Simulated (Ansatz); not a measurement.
# AlNi3 under changes of volume

One of the cells (10.932 Å³/atom); the others are scaled copies at fixed shape and fractional positions:

```
Ni Al
1.0
     3.52305    0.00000    0.00000
     0.00000    3.52305    0.00000
     0.00000    0.00000    3.52305
Ni Al
3 1
Direct
  0.50000 0.50000 0.00000
  0.50000 0.00000 0.50000
  0.00000 0.50000 0.50000
  0.00000 0.00000 0.00000
```

The cell is a database's computed one.

| Property | Result |
| --- | --- |
| Program | Ansatz 0.2.0 |
| Functional | PBE |
| Potentials or basis | Ansatz PAW |
| Cutoff | 420 eV (not typed: the program's choice for these potentials) |
| k mesh | 8 × 8 × 8 |
| Occupations | fermi-dirac, width 0.05 eV |
| Spin | collinear spin, ferromagnetic start |
| Starting moments | [1.0, 1.0, 1.0, 0.0] μB |

```csv
volume (Å³/atom),energy over the lowest point (meV/atom),pressure (GPa),moment (μB per cell)
10.276,68.64,22.5,0.64
10.495,41.77,16.9,0.66
10.713,?,?,?
10.932,9.12,7.3,0.70
11.151,1.93,3.3,0.72
11.369,0.00,-0.4,0.73
11.588,2.81,-3.6,0.74
```

**Question.** What does the run at 10.713 Å³/atom give?

**Answer.** Energy over the lowest point 22.19 meV/atom; pressure 11.9 GPa; moment 0.68 μB per cell.

Worked out: A Birch-Murnaghan fit of order 3 (a polynomial in V^(-2/3)) to the other rows has its minimum at 11.35 Å³/atom with B0 = V·E''(V) = 182 GPa and B' = 4.5. It gives 22.23 meV/atom at 10.713 Å³/atom, against the run's 22.19, and -dE/dV = 11.9 GPa, against 11.9. A straight line through the other rows of the moment, of slope 0.0787 μB per Å³/atom, gives 0.68 μB, against the run's 0.68.

Energies are extrapolated to zero smearing.
